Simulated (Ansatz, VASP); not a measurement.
# Pd: VASP beside Ansatz

```
Pd
1.0
     2.78969    0.00000    0.00000
    -1.39484    2.41594    0.00000
     0.00000    0.00000   13.82140
Pd
4
Direct
  0.00000 0.00000 0.25323
  0.33333 0.66667 0.41828
  0.66667 0.33333 0.58172
  0.00000 0.00000 0.74677
```

Alike in both runs: task single point; functional PBE; k mesh 17 × 17 × 1; occupations fermi-dirac, width 0.08 eV; no spin polarisation.

|  | VASP | Ansatz |
| --- | --- | --- |
| version | VASP 6.6.1 | Ansatz 0.2.0 |
| potentials or method | VASP PAW PBE potentials, release 64 (Pd) | PAW with Ansatz's default frozen-core files, scalar-relativistic |
| plane-wave cutoff (eV) | 520 | 420 |
| valence electrons in the cell | 40 | 72 |

```csv
,VASP,Ansatz,Ansatz less VASP
rms of the force components (eV/Å),0.006,0.000,-0.0055
```

Atom by atom the forces differ by 0.006 eV/Å (rms over components). The functional is the same, so the differences come from potentials, cutoffs and numerics. The two sets of potentials don't hold the same shells in valence. Ansatz warned: «vacuum_density_over_bound».
